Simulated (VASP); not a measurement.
# Se (Pm-3m) in VASP: notebook

Runs on Se. Level: PBE. Tasks: single point.

Everything below comes from runs of VASP 6.6.1. Logs are shortened: lines on timing, memory, paths and dates and some standing lists are left out, and cuts for length are marked.

### Step 1. The crystal as given

Symmetry: Pm-3m, No. 221, cubic system. Conventional cell: a = 2.811 Å, b = 2.811 Å, c = 2.811 Å, α = 90.00°, β = 90.00°, γ = 90.00°. Se (site symmetry m-3m) is surrounded by 6 Se at 2.81 Å.

This isn't the form of Se at room conditions, which is trigonal, of chains.

### Step 2. Single point, PBE

Contents of INCAR:

```
ADDGRID = F
ALGO = Normal
EDIFF = 1E-6
ENCUT = 460
GGA = PE
ISIF = 2
ISMEAR = 0
LASPH = T
LCHARG = F
LREAL = F
LWAVE = F
NELM = 100
PREC = Accurate
SIGMA = 0.05
```

Contents of KPOINTS:

```
k-points
0
Gamma
  2 2 2
```

Contents of POSCAR:

```
Se
1.0
    2.8105630200      0.0000000000      0.0000000000
    0.0000000000      2.8105630200      0.0000000000
    0.0000000000      0.0000000000      2.8105630200
Se
1
Direct
    0.0000000000      0.0000000000      0.0000000000
```

Potentials or basis: VASP PAW PBE potentials, release 64 (Se).

The run is started by

```bash
$ cat potpaw_PBE.64/Se/POTCAR > POTCAR
$ mpirun -np 1 vasp_std > vasp.out
```

OUTCAR:

```text
EDIFF = 1E-6
   ENCUT = 460
   GGA = PE
   ISIF = 2
   ISMEAR = 0
   LASPH = T
   LREAL = F
   NELM = 100
   PREC = Accurate

 Found      4 irreducible k-points:

 Following reciprocal coordinates:
            Coordinates               Weight
  0.000000  0.000000  0.000000      1.000000
  0.500000  0.000000  0.000000      3.000000
  0.500000  0.500000  0.000000      3.000000
  0.500000  0.500000  0.500000      1.000000
   k-points           NKPTS =      4   k-points in BZ     NKDIM =      4   number of bands    NBANDS=      7
   number of dos      NEDOS =    301   number of ions     NIONS =      1
   total plane-waves  NPLWV =   8000
   dimension x,y,z NGX =    20 NGY =   20 NGZ =   20
   dimension x,y,z NGXF=    40 NGYF=   40 NGZF=   40
   ions per type =               1
   NGX,Y,Z   is equivalent  to a cutoff of  11.83, 11.83, 11.83 a.u.
   NGXF,Y,Z  is equivalent  to a cutoff of  23.66, 23.66, 23.66 a.u.
 SYSTEM =  unknown system
   PREC   = accura    normal or accurate (medium, high low for compatibility)
   ISTART =      0    job   : 0-new  1-cont  2-samecut
   ICHARG =      2    charge: 1-file 2-atom 10-const
   ISPIN  =      1    spin polarized calculation?
   LNONCOLLINEAR =      F non collinear calculations
   LSORBIT =      F    spin-orbit coupling
   LASPH  =      T    aspherical Exc in radial PAW
   ENCUT  =  460.0 eV  33.81 Ry    5.81 a.u.   4.92  4.92  4.92*2*pi/ulx,y,z
   NELM   =    100;   NELMIN=  2; NELMDL= -5     # of ELM steps
   EDIFF  = 0.1E-05   stopping-criterion for ELM
   LREAL  =      F    real-space projection
   EDIFFG = 0.1E-04   stopping-criterion for IOM
   NSW    =      0    number of steps for IOM
   IBRION =     -1    ionic relax: 0-MD 1-quasi-New 2-CG
   NFREE  =      0    steps in history (QN), initial steepest desc. (CG)
   ISIF   =      2    stress and relaxation
   ISYM   =      2    0-nonsym 1-usesym 2-fastsym
   POTIM  = 0.5000    time-step for ionic-motion
   TEBEG  =    0.0;   TEEND  =   0.0 temperature during run
   PSTRESS=    0.0 pullay stress
   NELECT =       6.0000    total number of electrons
   NUPDOWN=      -1.0000    fix difference up-down
   EMIN   =  10.00;   EMAX   =-10.00  energy-range for DOS
   EFERMI =   0.00;   METHOD = LEGACY
   ISMEAR =     0;   SIGMA  =   0.05  broadening in eV -4-tet -1-fermi 0-gaus
   EFERMI_NEDOS =   21; number of points for ismear=-14 and -15
   IALGO  =     38    algorithm
   IMIX   =      4    mixing-type and parameters
     AMIX     =   0.40;   BMIX     =  1.00
     AMIX_MAG =   1.60;   BMIX_MAG =  1.00
  volume/ion in A,a.u.               =      22.20       149.82
  Fermi-wavevector in a.u.,A,eV,Ry     =   1.058438  2.000157 15.242472  1.120290
  Thomas-Fermi vector in A             =   2.193747
   LORBIT       =      0    0 simple, 1 ext, 2 COOP (PROOUT), +10 PAW based schemes
   GGA     = PE    functional components
   LHFCALC =     F    Hartree Fock is set to
   AEXX    =    0.0000 exact exchange contribution
   IVDW    =     0    specifies the selected vdW correction
   LEPSILON=     F    determine dielectric tensor
   LRPA    =     F    only Hartree local field effects (RPA)
 non-spin polarized calculation
 Gauss-broadening in eV      SIGMA  =   0.05
  energy-cutoff  :      460.00
  volume of cell :       22.20
 maximum number of plane-waves:       500
 NGX is ok and might be reduce to    20
   NGX =  9   NGY =  9   NGZ =  9

 number of electron       5.9999999 magnetization

 Free energy of the ion-electron system (eV)
  ---------------------------------------------------
  ext. energy  EPLUGINS =         0.00000000
  ---------------------------------------------------
  free energy    TOTEN  =        -2.89694458 eV

  energy without entropy =       -2.88252552  energy(sigma->0) =       -2.88973505

 E-fermi :   7.7248     XC(G=0):  -9.9979

 val. band max:        6.3184905352   @ k =   0.0000   0.0000   0.0000
 cond. band min:       7.7555929930   @ k =   0.5000   0.5000   0.0000
 fundamental gap:      1.4371024579
 Fermi energy:         7.7247792318

 k-point     1 :       0.0000    0.0000    0.0000
  band No.  band energies     occupation
      1     -11.2846      2.00000
      2       6.3185      2.00000
      3       6.3185      2.00000
      4       6.3185      2.00000
      5      12.6725      0.00000
      6      12.6725      0.00000
      7      12.8679      0.00000

 k-point     2 :       0.5000    0.0000    0.0000
  band No.  band energies     occupation
      1      -9.1592      2.00000
      2      -2.1844      2.00000
      3       7.7767      0.14160
      4       7.7767      0.14160
      5      14.8464      0.00000
      6      16.6301      0.00000
      7      17.4893      0.00000

 k-point     3 :       0.5000    0.5000    0.0000
  band No.  band energies     occupation
      1      -7.0431      2.00000
      2      -0.2158      2.00000
      3      -0.2158      2.00000
      4       7.7556      0.38346
      5       9.1012      0.00000
      6      18.4145      0.00000
      7      20.7068      0.00000

 k-point     4 :       0.5000    0.5000    0.5000
  band No.  band energies     occupation
      1      -4.8731      2.00000
      2       1.5193      2.00000
      3       1.5193      2.00000
      4       1.5193      2.00000
      5      10.7231      0.00000
      6      10.7231      0.00000
      7      10.7231      0.00000

------------------------ aborting loop because EDIFF is reached ----------------------------------------

  FORCE on cell =-STRESS in cart. coord.  units (eV):
  Direction    XX          YY          ZZ          XY          YZ          ZX
  --------------------------------------------------------------------------------------
  -------------------------------------------------------------------------------------
  Total        0.3986281      0.3986281      0.3986281      0.0000000      0.0000000      0.0000000
  in kB       28.7672579     28.7672579     28.7672579      0.0000000      0.0000000      0.0000000
  external PRESSURE =      28.7672579 kB  Pullay stress =       0.0000000 kB

 VOLUME and BASIS-vectors are now :
 -----------------------------------------------------------------------------
  energy-cutoff  :      460.00
  volume of cell :       22.20
      direct lattice vectors                 reciprocal lattice vectors
     2.810563020  0.000000000  0.000000000     0.355800597  0.000000000  0.000000000
     0.000000000  2.810563020  0.000000000     0.000000000  0.355800597  0.000000000
     0.000000000  0.000000000  2.810563020     0.000000000  0.000000000  0.355800597

 POSITION                                       TOTAL-FORCE (eV/Angst)
 -----------------------------------------------------------------------------------
      0.00000      0.00000      0.00000         0.000000      0.000000      0.000000
 -----------------------------------------------------------------------------------
    total drift:                               -0.000000     -0.000000      0.000000

  FREE ENERGIE OF THE ION-ELECTRON SYSTEM (eV)
  ---------------------------------------------------
  free  energy   TOTEN  =        -2.8969445799 eV

  energy  without entropy=       -2.8825255216  energy(sigma->0) =       -2.88973505
```

Run time: 1.3 s. Hardware: 1 thread of Intel Xeon 6975P-C (Granite Rapids), shared host; peak memory 0.11 GiB.

The run converged, but some of its settings lie outside the range that counts as converged, so its numbers aren't taken as properties of the crystal.

What came out:

```yaml
Free_energy: -2.8969 eV
Pressure: 2.9 GPa
Band_gap_on_the_k_mesh: none (metal or under the smearing width)
```

Caveat: the k mesh is coarse (spacing up to 1.12 Å⁻¹), so the values aren't converged.

### Step 3. Single point, PBE

INCAR, as its differences from that of step 2:

```diff
@@ -3,3 +3,3 @@
 EDIFF = 1E-6
-ENCUT = 460
+ENCUT = 220
 GGA = PE
```

Contents of KPOINTS:

```
k-points
0
Gamma
  3 3 3
```

POSCAR is that of step 2.

Potentials or basis: VASP PAW PBE potentials, release 64 (Se).

The run is started by

```bash
$ cat potpaw_PBE.64/Se/POTCAR > POTCAR
$ mpirun -np 1 vasp_std > vasp.out
```

OUTCAR:

```text
EDIFF = 1E-6
   ENCUT = 220
   GGA = PE
   ISIF = 2
   ISMEAR = 0
   LASPH = T
   LREAL = F
   NELM = 100
   PREC = Accurate

 Found      4 irreducible k-points:

 Following reciprocal coordinates:
            Coordinates               Weight
  0.000000  0.000000  0.000000      1.000000
  0.333333  0.000000  0.000000      6.000000
  0.333333  0.333333  0.000000     12.000000
  0.333333  0.333333  0.333333      8.000000
   k-points           NKPTS =      4   k-points in BZ     NKDIM =      4   number of bands    NBANDS=      7
   number of dos      NEDOS =    301   number of ions     NIONS =      1
   total plane-waves  NPLWV =   2744
   dimension x,y,z NGX =    14 NGY =   14 NGZ =   14
   dimension x,y,z NGXF=    28 NGYF=   28 NGZF=   28
   ions per type =               1
   NGX,Y,Z   is equivalent  to a cutoff of   8.28,  8.28,  8.28 a.u.
   NGXF,Y,Z  is equivalent  to a cutoff of  16.56, 16.56, 16.56 a.u.
 SYSTEM =  unknown system
   PREC   = accura    normal or accurate (medium, high low for compatibility)
   ISTART =      0    job   : 0-new  1-cont  2-samecut
   ICHARG =      2    charge: 1-file 2-atom 10-const
   ISPIN  =      1    spin polarized calculation?
   LNONCOLLINEAR =      F non collinear calculations
   LSORBIT =      F    spin-orbit coupling
   LASPH  =      T    aspherical Exc in radial PAW
   ENCUT  =  220.0 eV  16.17 Ry    4.02 a.u.   3.40  3.40  3.40*2*pi/ulx,y,z
   NELM   =    100;   NELMIN=  2; NELMDL= -5     # of ELM steps
   EDIFF  = 0.1E-05   stopping-criterion for ELM
   LREAL  =      F    real-space projection
   EDIFFG = 0.1E-04   stopping-criterion for IOM
   NSW    =      0    number of steps for IOM
   IBRION =     -1    ionic relax: 0-MD 1-quasi-New 2-CG
   NFREE  =      0    steps in history (QN), initial steepest desc. (CG)
   ISIF   =      2    stress and relaxation
   ISYM   =      2    0-nonsym 1-usesym 2-fastsym
   POTIM  = 0.5000    time-step for ionic-motion
   TEBEG  =    0.0;   TEEND  =   0.0 temperature during run
   PSTRESS=    0.0 pullay stress
   NELECT =       6.0000    total number of electrons
   NUPDOWN=      -1.0000    fix difference up-down
   EMIN   =  10.00;   EMAX   =-10.00  energy-range for DOS
   EFERMI =   0.00;   METHOD = LEGACY
   ISMEAR =     0;   SIGMA  =   0.05  broadening in eV -4-tet -1-fermi 0-gaus
   EFERMI_NEDOS =   21; number of points for ismear=-14 and -15
   IALGO  =     38    algorithm
   IMIX   =      4    mixing-type and parameters
     AMIX     =   0.40;   BMIX     =  1.00
     AMIX_MAG =   1.60;   BMIX_MAG =  1.00
  volume/ion in A,a.u.               =      22.20       149.82
  Fermi-wavevector in a.u.,A,eV,Ry     =   1.058438  2.000157 15.242472  1.120290
  Thomas-Fermi vector in A             =   2.193747
   LORBIT       =      0    0 simple, 1 ext, 2 COOP (PROOUT), +10 PAW based schemes
   GGA     = PE    functional components
   LHFCALC =     F    Hartree Fock is set to
   AEXX    =    0.0000 exact exchange contribution
   IVDW    =     0    specifies the selected vdW correction
   LEPSILON=     F    determine dielectric tensor
   LRPA    =     F    only Hartree local field effects (RPA)
 non-spin polarized calculation
 Gauss-broadening in eV      SIGMA  =   0.05
  energy-cutoff  :      220.00
  volume of cell :       22.20
 maximum number of plane-waves:       171
 NGX is ok and might be reduce to    14
   NGX =  7   NGY =  7   NGZ =  7

 number of electron       6.0000012 magnetization

 Free energy of the ion-electron system (eV)
  ---------------------------------------------------
  ext. energy  EPLUGINS =         0.00000000
  ---------------------------------------------------
  free energy    TOTEN  =        -4.62768225 eV

  energy without entropy =       -4.62768225  energy(sigma->0) =       -4.62768225

 E-fermi :   2.4566     XC(G=0): -10.0250

 val. band max:        2.2004487189   @ k =   0.3333   0.3333   0.3333
 cond. band min:       6.2800317414   @ k =   0.0000   0.0000   0.0000
 fundamental gap:      4.0795830225
 Fermi energy:         2.4565735071

 k-point     1 :       0.0000    0.0000    0.0000
  band No.  band energies     occupation
      1     -11.3400      2.00000
      2       6.2800      0.00000
      3       6.2800      0.00000
      4       6.2800      0.00000
      5      12.6178      0.00000
      6      12.6178      0.00000
      7      12.8267      0.00000

 k-point     2 :       0.3333    0.0000    0.0000
  band No.  band energies     occupation
      1      -9.9385      2.00000
      2      -0.5299      2.00000
      3       7.3016      0.00000
      4       7.3016      0.00000
      5      14.0517      0.00000
      6      14.6589      0.00000
      7      19.5960      0.00000

 k-point     3 :       0.3333    0.3333    0.0000
  band No.  band energies     occupation
      1      -8.5426      2.00000
      2       0.7355      2.00000
      3       0.8126      2.00000
      4       8.2660      0.00000
      5      10.9579      0.00000
      6      16.1966      0.00000
      7      20.9611      0.00000

 k-point     4 :       0.3333    0.3333    0.3333
  band No.  band energies     occupation
      1      -7.1447      2.00000
      2       1.9189      2.00000
      3       1.9189      2.00000
      4       2.2004      2.00000
      5      11.8000      0.00000
      6      13.2213      0.00000
      7      13.2213      0.00000

------------------------ aborting loop because EDIFF is reached ----------------------------------------

  FORCE on cell =-STRESS in cart. coord.  units (eV):
  Direction    XX          YY          ZZ          XY          YZ          ZX
  --------------------------------------------------------------------------------------
  -------------------------------------------------------------------------------------
  Total       -1.2266235     -1.2266235     -1.2266235     -0.0000000     -0.0000000      0.0000000
  in kB      -88.5200937    -88.5200937    -88.5200937     -0.0000000     -0.0000000      0.0000000
  external PRESSURE =     -88.5200937 kB  Pullay stress =       0.0000000 kB

 VOLUME and BASIS-vectors are now :
 -----------------------------------------------------------------------------
  energy-cutoff  :      220.00
  volume of cell :       22.20
      direct lattice vectors                 reciprocal lattice vectors
     2.810563020  0.000000000  0.000000000     0.355800597  0.000000000  0.000000000
     0.000000000  2.810563020  0.000000000     0.000000000  0.355800597  0.000000000
     0.000000000  0.000000000  2.810563020     0.000000000  0.000000000  0.355800597

 POSITION                                       TOTAL-FORCE (eV/Angst)
 -----------------------------------------------------------------------------------
      0.00000      0.00000      0.00000         0.000000      0.000000      0.000000
 -----------------------------------------------------------------------------------
    total drift:                                0.000000      0.000000      0.000000

  FREE ENERGIE OF THE ION-ELECTRON SYSTEM (eV)
  ---------------------------------------------------
  free  energy   TOTEN  =        -4.6276822549 eV

  energy  without entropy=       -4.6276822549  energy(sigma->0) =       -4.62768225
```

It took 1.1 s on 1 thread of Intel Xeon 6975P-C (Granite Rapids), shared host; peak memory 0.1 GiB.

The run converged, but some of its settings lie outside the range that counts as converged, so its numbers aren't taken as properties of the crystal.

Results:

```
Free energy            : -4.6277 eV
Band gap on the k mesh : none (metal or under the smearing width)
```

Caveat: the k mesh is coarse (spacing up to 0.75 Å⁻¹), so the values aren't converged; the cutoff is under 1.25 times the usual one of these potentials, so pressure, stress and relaxed cells hold a basis-set (Pulay) error.

### Step 4. Single point, PBE

INCAR, as its differences from that of step 3:

```diff
@@ -3,3 +3,3 @@
 EDIFF = 1E-6
-ENCUT = 220
+ENCUT = 520
 GGA = PE
```

Contents of KPOINTS:

```
k-points
0
Gamma
  2 2 2
```

POSCAR is that of step 3.

The run is started by

```bash
$ cat potpaw_PBE.64/Se/POTCAR > POTCAR
$ mpirun -np 1 vasp_std > vasp.out
```

It took 1.6 s on 1 thread of Intel Xeon 6975P-C (Granite Rapids), shared host; peak memory 0.13 GiB.

The run converged, but some of its settings lie outside the range that counts as converged, so its numbers aren't taken as properties of the crystal.

What came out:

```
Free energy            : -2.8971 eV
Pressure               : 2.5 GPa
Band gap on the k mesh : none (metal or under the smearing width)
```

Caveat: the k mesh is coarse (spacing up to 1.12 Å⁻¹), so the values aren't converged.

### Step 5. Single point, PBE

INCAR, as its differences from that of step 4:

```diff
@@ -3,3 +3,3 @@
 EDIFF = 1E-6
-ENCUT = 520
+ENCUT = 650
 GGA = PE
```

KPOINTS is that of step 4.

POSCAR is that of step 4.

The run is started by

```bash
$ cat potpaw_PBE.64/Se/POTCAR > POTCAR
$ mpirun -np 1 vasp_std > vasp.out
```

It took 1.6 s on 1 thread of Intel Xeon 6975P-C (Granite Rapids), shared host; peak memory 0.12 GiB.

The run converged, but some of its settings lie outside the range that counts as converged, so its numbers aren't taken as properties of the crystal.

What came out:

```yaml
Free_energy: -2.8971 eV
Pressure: 2.5 GPa
Band_gap_on_the_k_mesh: none (metal or under the smearing width)
```

Caveat: the k mesh is coarse (spacing up to 1.12 Å⁻¹), so the values aren't converged.

### Step 6. Single point, PBE

INCAR, as its differences from that of step 5:

```diff
@@ -3,3 +3,3 @@
 EDIFF = 1E-6
-ENCUT = 650
+ENCUT = 340
 GGA = PE
```

Contents of KPOINTS:

```
k-points
0
Gamma
  3 3 3
```

POSCAR is that of step 5.

Potentials or basis: VASP PAW PBE potentials, release 64 (Se).

The run is started by

```bash
$ cat potpaw_PBE.64/Se/POTCAR > POTCAR
$ mpirun -np 1 vasp_std > vasp.out
```

Run time: 1.1 s. Hardware: 1 thread of Intel Xeon 6975P-C (Granite Rapids), shared host; peak memory 0.11 GiB.

The run converged, but some of its settings lie outside the range that counts as converged, so its numbers aren't taken as properties of the crystal.

What came out:

```
Free energy            : -4.6286 eV
Pressure               : -8.3 GPa
Band gap on the k mesh : none (metal or under the smearing width)
```

Caveat: the k mesh is coarse (spacing up to 0.75 Å⁻¹), so the values aren't converged.
